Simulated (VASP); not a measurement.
# ZnS (P6_3mc) in VASP: notebook

The runs below take ZnS through single point, with PBE.

All numbers are computed with VASP 6.6.1; they aren't measurements. Logs are shortened: lines on timing, memory, paths and dates and some standing lists are left out, and cuts for length are marked.

**Measured values to compare with.**

A printed reference work, monograph reports, for a bulk crystal of ZnS at 4 K: band gap 3.911 eV (direct).

The results are compared with them further down.

### Step 1. The cell of the first run

It takes space group P6_3mc (No. 186, hexagonal). Conventional cell: a = 3.846 Å, b = 3.846 Å, c = 6.304 Å, α = 90.00°, β = 90.00°, γ = 120.00°. Zn (site symmetry 3m) has 4 S at 2.36 Å within 3.1 Å. S (site symmetry 3m) has 4 Zn at 2.36 Å within 3.1 Å.

### Step 2. Single point, PBE

INCAR reads:

```
PREC     = Accurate       # precision mode
ENCUT    = 520            # plane-wave cutoff, eV
EDIFF    = 1E-6           # SCF threshold, eV
ISMEAR   = 0              # smearing method
SIGMA    = 0.05           # smearing width, eV
LREAL    = False          # projectors in reciprocal space
LASPH    = True           # aspherical terms in the spheres
NELM     = 60             # most SCF steps
ALGO     = Normal         # electronic algorithm
ISIF     = 2              # what is computed and relaxed
LWAVE    = False          # write WAVECAR
LCHARG   = False          # write CHGCAR
GGA      = PE             # functional
NBANDS   = 26             # bands
```

KPOINTS reads:

```
Automatic mesh
0
Gamma
  9 9 4
```

POSCAR reads:

```
ZnS
1.0
    3.8455587367      0.0000000000      0.0000000000
   -1.9227793683      3.3303515577      0.0000000000
    0.0000000000      0.0000000000      6.3037246770
Zn S
2 2
Direct
    0.3333333333      0.6666666667      0.0052003725
    0.6666666667      0.3333333333      0.5052003725
    0.3333333333      0.6666666667      0.3797996275
    0.6666666667      0.3333333333      0.8797996275
```

Potentials or basis: VASP PAW PBE potentials, release 64 (Zn, S).

On the command line:

```sh
cat potpaw_PBE.64/Zn/POTCAR potpaw_PBE.64/S/POTCAR > POTCAR
mpirun -np 1 vasp_std > vasp.out
```

OUTCAR:

```text
PREC = Accurate
   ENCUT = 520
   EDIFF = 1E-6
   ISMEAR = 0
   LREAL = False
   LASPH = True
   NELM = 60
   ISIF = 2
   GGA = PE

 ion  position               nearest neighbor table
   1  0.333  0.667  0.005-   4 2.36   4 2.36   4 2.36   3 2.36
   2  0.667  0.333  0.505-   3 2.36   3 2.36   3 2.36   4 2.36
   3  0.333  0.667  0.380-   2 2.36   2 2.36   2 2.36   1 2.36
   4  0.667  0.333  0.880-   1 2.36   1 2.36   1 2.36   2 2.36

  LATTYP: Found a hexagonal cell.
 ALAT       =     3.8455587367
 C/A-ratio  =     1.6392220503

  Lattice vectors:

 A1 = (   3.8455587367,   0.0000000000,   0.0000000000)
 A2 = (  -1.9227793683,   3.3303515577,   0.0000000000)
 A3 = (   0.0000000000,   0.0000000000,   6.3037246770)

Analysis of symmetry for initial positions (statically):
=====================================================================
 Subroutine PRICEL returns:
 Original cell was already a primitive cell.

 Routine SETGRP: Setting up the symmetry group for a
 hexagonal supercell.

 Subroutine GETGRP returns: Found 12 space group operations
 (whereof  6 operations were pure point group operations)
 out of a pool of 24 trial point group operations.

The static configuration has the point symmetry C_3v.
 The point group associated with its full space group is C_6v.

Analysis of symmetry for dynamics (positions and initial velocities):
=====================================================================
 Subroutine PRICEL returns:
 Original cell was already a primitive cell.

 Routine SETGRP: Setting up the symmetry group for a
 hexagonal supercell.

 Subroutine GETGRP returns: Found 12 space group operations
 (whereof  6 operations were pure point group operations)
 out of a pool of 24 trial point group operations.

The dynamic configuration has the point symmetry C_3v.
 The point group associated with its full space group is C_6v.

 Subroutine INISYM returns: Found 12 space group operations
 (whereof  6 operations are pure point group operations),
 and found     1 'primitive' translations

----------------------------------------------------------------------------------------

                                     Primitive cell

  volume of cell :      80.7322
[... 83 lines left out ...]
 SYSTEM =  unknown system
   PREC   = accura    normal or accurate (medium, high low for compatibility)
   ISTART =      0    job   : 0-new  1-cont  2-samecut
   ICHARG =      2    charge: 1-file 2-atom 10-const
   ISPIN  =      1    spin polarized calculation?
   LNONCOLLINEAR =      F non collinear calculations
   LSORBIT =      F    spin-orbit coupling
   LASPH  =      T    aspherical Exc in radial PAW
   ENCUT  =  520.0 eV  38.22 Ry    6.18 a.u.   7.15  7.15 11.72*2*pi/ulx,y,z
   NELM   =     60;   NELMIN=  2; NELMDL= -5     # of ELM steps
   EDIFF  = 0.1E-05   stopping-criterion for ELM
   LREAL  =      F    real-space projection
   EDIFFG = 0.1E-04   stopping-criterion for IOM
   NSW    =      0    number of steps for IOM
   IBRION =     -1    ionic relax: 0-MD 1-quasi-New 2-CG
   NFREE  =      0    steps in history (QN), initial steepest desc. (CG)
   ISIF   =      2    stress and relaxation
   ISYM   =      2    0-nonsym 1-usesym 2-fastsym
   POTIM  = 0.5000    time-step for ionic-motion
   TEBEG  =    0.0;   TEEND  =   0.0 temperature during run
   PSTRESS=    0.0 pullay stress
   NELECT =      36.0000    total number of electrons
   NUPDOWN=      -1.0000    fix difference up-down
   EMIN   =  10.00;   EMAX   =-10.00  energy-range for DOS
   EFERMI =   0.00;   METHOD = LEGACY
   ISMEAR =     0;   SIGMA  =   0.05  broadening in eV -4-tet -1-fermi 0-gaus
   EFERMI_NEDOS =   21; number of points for ismear=-14 and -15
   IALGO  =     38    algorithm
   IMIX   =      4    mixing-type and parameters
     AMIX     =   0.40;   BMIX     =  1.00
     AMIX_MAG =   1.60;   BMIX_MAG =  1.00
  volume/ion in A,a.u.               =      20.18       136.20
  Fermi-wavevector in a.u.,A,eV,Ry     =   1.250720  2.363518 21.283599  1.564300
  Thomas-Fermi vector in A             =   2.384701
   LORBIT       =      0    0 simple, 1 ext, 2 COOP (PROOUT), +10 PAW based schemes
   GGA     = PE    functional components
   LHFCALC =     F    Hartree Fock is set to
   AEXX    =    0.0000 exact exchange contribution
   IVDW    =     0    specifies the selected vdW correction
   LEPSILON=     F    determine dielectric tensor
   LRPA    =     F    only Hartree local field effects (RPA)
 non-spin polarized calculation
 Gauss-broadening in eV      SIGMA  =   0.05
  energy-cutoff  :      520.00
  volume of cell :       80.73
 maximum number of plane-waves:      2208
 NGX is ok and might be reduce to    30
   NGX = 15   NGY = 15   NGZ = 23

 number of electron      36.0000011 magnetization

 Free energy of the ion-electron system (eV)
  ---------------------------------------------------
  ext. energy  EPLUGINS =         0.00000000
  ---------------------------------------------------
  free energy    TOTEN  =       -13.69366378 eV

  energy without entropy =      -13.69366378  energy(sigma->0) =      -13.69366378

 E-fermi :   2.1238     XC(G=0):  -9.5167

 val. band max:        1.9138681578   @ k =   0.0000   0.0000   0.0000
 cond. band min:       3.9972862260   @ k =   0.0000   0.0000   0.0000
 fundamental gap:      2.0834180682
 Fermi energy:         2.1238303382

 k-point     1 :       0.0000    0.0000    0.0000
  band No.  band energies     occupation
      1     -11.0938      2.00000
      2     -10.2039      2.00000
      3      -4.3411      2.00000
      4      -4.3295      2.00000
      5      -4.3295      2.00000
      6      -4.2514      2.00000
[... 685 lines left out ...]
     25      11.8962      0.00000
     26      12.0674      0.00000

 [... further k-points ...]
[... 5 lines left out ...]
  --------------------------------------------------------------------------------------
  -------------------------------------------------------------------------------------
  Total        0.0665952      0.0665952      0.0823741      0.0000000      0.0000000      0.0000000
  in kB        1.3216206      1.3216206      1.6347615      0.0000000      0.0000000      0.0000000
  external PRESSURE =       1.4260009 kB  Pullay stress =       0.0000000 kB

 VOLUME and BASIS-vectors are now :
 -----------------------------------------------------------------------------
  energy-cutoff  :      520.00
  volume of cell :       80.73
      direct lattice vectors                 reciprocal lattice vectors
     3.845558737  0.000000000  0.000000000     0.260040236  0.150134300  0.000000000
    -1.922779368  3.330351558  0.000000000     0.000000000  0.300268600  0.000000000
     0.000000000  0.000000000  6.303724677     0.000000000  0.000000000  0.158636370

 POSITION                                       TOTAL-FORCE (eV/Angst)
 -----------------------------------------------------------------------------------
     -0.00000      2.22023      0.03278         0.000000     -0.000000      0.000910
      1.92278      1.11012      3.18464        -0.000000      0.000000      0.000910
     -0.00000      2.22023      2.39415        -0.000000      0.000000     -0.000910
      1.92278      1.11012      5.54601         0.000000      0.000000     -0.000910
 -----------------------------------------------------------------------------------
    total drift:                               -0.000000     -0.000000     -0.000179

  FREE ENERGIE OF THE ION-ELECTRON SYSTEM (eV)
  ---------------------------------------------------
  free  energy   TOTEN  =       -13.6936637758 eV

  energy  without entropy=      -13.6936637758  energy(sigma->0) =      -13.69366378
```

OSZICAR:

```text
N       E                     dE             d eps       ncg     rms          rms(c)
DAV:   1     0.242406307319E+03    0.24241E+03   -0.17162E+04  1872   0.166E+03
DAV:   2     0.978534641587E+01   -0.23262E+03   -0.22212E+03  1938   0.348E+02
DAV:   3    -0.139691156958E+02   -0.23754E+02   -0.23541E+02  2272   0.111E+02
DAV:   4    -0.145390417695E+02   -0.56993E+00   -0.56857E+00  2112   0.172E+01
DAV:   5    -0.145483114565E+02   -0.92697E-02   -0.92674E-02  2298   0.216E+00    0.936E+00
DAV:   6    -0.137027205813E+02    0.84559E+00   -0.16330E+00  2848   0.364E+01    0.723E+00
DAV:   7    -0.136982676813E+02    0.44529E-02   -0.11675E+00  1974   0.632E+00    0.337E+00
DAV:   8    -0.136926611265E+02    0.56066E-02   -0.34782E-02  2284   0.187E+00    0.918E-01
DAV:   9    -0.136932765676E+02   -0.61544E-03   -0.81219E-03  2544   0.134E+00    0.220E-01
DAV:  10    -0.136934397796E+02   -0.16321E-03   -0.63522E-04  2146   0.320E-01    0.906E-02
DAV:  11    -0.136936617035E+02   -0.22192E-03   -0.36086E-04  1936   0.120E-01    0.563E-02
DAV:  12    -0.136936605490E+02    0.11545E-05   -0.11703E-05  2254   0.287E-02    0.110E-02
DAV:  13    -0.136936637319E+02   -0.31830E-05   -0.48277E-06  1864   0.144E-02    0.255E-03
DAV:  14    -0.136936637758E+02   -0.43875E-07   -0.40916E-07  1528   0.133E-02
   1 F= -.13693664E+02 E0= -.13693664E+02  d E =-.382525E-11
```

stdout:

```text
POSCAR found type information on POSCAR ZnS
 POSCAR found :  2 types and       4 ions
 scaLAPACK will be used
 LDA part: xc-table for (Slater+PW92), standard interpolation
 POSCAR, INCAR and KPOINTS ok, starting setup
 FFT: planning ... GRIDC
 FFT: planning ... GRID_SOFT
 FFT: planning ... GRID
 WAVECAR not read
 entering main loop
```

Wall time 55 s (1 thread of AMD EPYC 7R13 (Zen 3), shared host); peak memory 0.2 GiB.

What came out:

| Quantity | Value |
| --- | --- |
| Free energy | -13.6937 eV |
| Pressure | 0.1 GPa |
| Band gap on the k mesh | 2.08 eV, direct |

### Step 3. Single point, PBE (c/a of the conventional cell at fixed volume 1.9671)

INCAR reads:

```
ALGO = Normal ; EDIFF = 1E-7
ENCUT = 520 ; GGA = PE
ISIF = 2 ; ISMEAR = 0
LASPH = True ; LCHARG = False
LREAL = False ; LWAVE = False
NBANDS = 26 ; NELM = 60
PREC = Accurate ; SIGMA = 0.05
```

KPOINTS reads:

```
k-points
0
Gamma
  9 9 4
```

POSCAR reads:

```
ZnS
1.0
    3.6187887550      0.0000000000      0.0000000000
   -1.8093943775      3.1339629928      0.0000000000
    0.0000000000      0.0000000000      7.1185193600
Zn S
2 2
Direct
    0.3333333333      0.6666666667      0.0052003725
    0.6666666667      0.3333333333      0.5052003725
    0.3333333333      0.6666666667      0.4194587200
    0.6666666667      0.3333333333      0.9194587200
```

Potentials or basis: VASP PAW PBE potentials, release 64 (Zn, S).

On the command line:

```sh
cat potpaw_PBE.64/Zn/POTCAR potpaw_PBE.64/S/POTCAR > POTCAR
mpirun -np 1 vasp_std > vasp.out
```

It took 60 s on 1 thread of Intel Xeon Platinum 8259CL at 2.50GHz (Skylake/Cascade Lake), shared host; peak memory 0.22 GiB.

The run converged. Its results:

```
Free energy            : -12.6932 eV
Pressure               : 10.4 GPa
Largest force          : 0.861 eV/Å
Band gap on the k mesh : 2.10 eV, direct
```

Forces in eV/Å, atoms in the order of the input:
```
Zn   0.000  0.000  0.861
Zn   0.000  0.000  0.861
S    0.000  0.000 -0.861
S    0.000  0.000 -0.861
```

Stress tensor (GPa, compression positive):
```
17.21  0.00  0.00
 0.00 17.21  0.00
 0.00  0.00 -3.18
```

Levels at points of the mesh, in eV from the valence-band top:
```tsv
k point	band 16	band 17	band 18	band 19	band 20	band 21
(0.00, 0.00, 0.00)	-0.31	0.00	0.00	2.10	3.83	5.65
(0.00, 0.00, 0.50)	-0.16	-0.16	-0.16	3.76	3.76	5.96
```

 A k mesh can miss the band edges.

### Step 4. Against experiment

Step 2. Against the measured gap of ZnS, 3.911 eV (direct; 4 K; a printed reference work, monograph), the calculated 2.08 eV is off by -1.83 eV. The value is that of PBE, without temperature or zero-point motion. Semilocal functionals fall short of measured gaps as a rule.
